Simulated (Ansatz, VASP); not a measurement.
# Two plane-wave programs on GaN

Contents of INCAR:

```
SYSTEM = GaN
  PREC = Accurate
  ENCUT = 520
  EDIFF = 1E-6
  ISMEAR = 0
  SIGMA = 0.05
  LREAL = .FALSE.
  LASPH = .TRUE.
  NELM = 80
  ALGO = Normal
  ISIF = 2
  LWAVE = .FALSE.
  LCHARG = .TRUE.
  GGA = PE
  LELF = .TRUE.
  LVHAR = .TRUE.
  NBANDS = 16
```

KPOINTS

```
Automatic mesh
0
G
  10 10 10
  0 0 0
```

Contents of POSCAR:

```
GaN
1.0
    0.0000000000      2.2742384873      2.2742384873
    2.2742384873      0.0000000000      2.2742384873
    2.2742384873      2.2742384873      0.0000000000
Ga N
1 1
Direct
    0.0000000000      0.0000000000      0.0000000000
    0.7785598479      0.7404800507      0.7404800507
```

Input for Ansatz:

```yaml
crystal:
  lattice:
    - [0.0, 2.2742384873, 2.2742384873]
    - [2.2742384873, 0.0, 2.2742384873]
    - [2.2742384873, 2.2742384873, 0.0]
  atoms:
    - { symbol: Ga, position: [0.0, 0.0, 0.0] }
    - { symbol: "N", position: [0.7785598479, 0.7404800507, 0.7404800507] }
basis:
  ecutwfc: 420
kpoints:
  mp_grid: { grid: [10, 10, 10] }
hamiltonian:
  xc: pbe
scf:
  occupations: { method: gaussian, width: 0.05 }
output:
  forces: true
  stress: true
  eigenvalues: true
```

Change from the starting cell: all N atoms moved -0.075 Å, as atom 2 towards its neighbour atom 1 (Ga) at 1.970 Å.

Alike in both runs: task single point; functional PBE; k mesh 10 × 10 × 10; occupations gaussian, width 0.05 eV; no spin polarisation.

|  | VASP | Ansatz |
| --- | --- | --- |
| version | VASP 6.6.1 | Ansatz 0.2.0 |
| potentials or method | VASP PAW PBE potentials, release 64 (Ga_d, N) | scalar-relativistic, plane waves, PAW |
| plane-wave cutoff (eV) | 520 | 420 |
| valence electrons in the cell | 18 | 18 |

|  | VASP | Ansatz | Ansatz less VASP |
| --- | --- | --- | --- |
| gap on the k mesh at the Fermi level (eV) | 1.39 | 1.39 | -0.005 |
| least direct gap on the mesh (eV) | 1.39 | 1.39 | -0.005 |
| pressure (GPa) | 0.5 | 0.5 | -0.09 |
| largest component of the traceless stress (GPa) | 1.67 | 1.71 | +0.036 |
| rms of the force components (eV/Å) | 0.404 | 0.409 | +0.0046 |

Atom by atom the forces differ by 0.005 eV/Å (rms over components).
